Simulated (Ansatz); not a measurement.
A run of Ansatz 0.2.0:

input.yaml

```yaml
crystal:
  lattice:
    - [3.9883, 0.0, 0.0]
    - [0.0, 3.9883, 0.0]
    - [0.0, 0.0, 3.9883]
  atoms:
    - { symbol: Ta, position: [0.0, 0.0, 0.0] }
    - { symbol: K, position: [0.5, 0.5, 0.5] }
    - { symbol: O, position: [0.0, 0.0, 0.5] }
    - { symbol: O, position: [0.0, 0.5, 0.0] }
    - { symbol: O, position: [0.5, 0.0, 0.0] }
hamiltonian:
  xc: r2scan
  pseudopotentials: { kind: paw }
kpoints:
  mp_grid: { grid: [7, 7, 7] }
scf:
  occupations: { method: fermi_dirac, width: 0.05 }
output:
  forces: true
  stress: true
  eigenvalues: true
relax:
  f_tol: 0.01
  max_steps: 40
  cell: { stress_tol: 0.05 }
```

Potentials or basis: Ansatz PAW.

The run is started by

```bash
$ ansatz run input.yaml --threads 2 --pin off --max-ram 5632MiB --backend cpu --events-out ev --progress --plain --runs-dir out
```

Hardware: 2 threads of Arm Neoverse V1, on a shared host.

Problem. How long does it take, and how much memory?

Solution. It took 11 s on 2 threads of Arm Neoverse V1 (shared host), peak memory 0.47 GiB. Counts: scf iterations 20, plane waves 1575, k points 20, bands 25, ion steps 4.
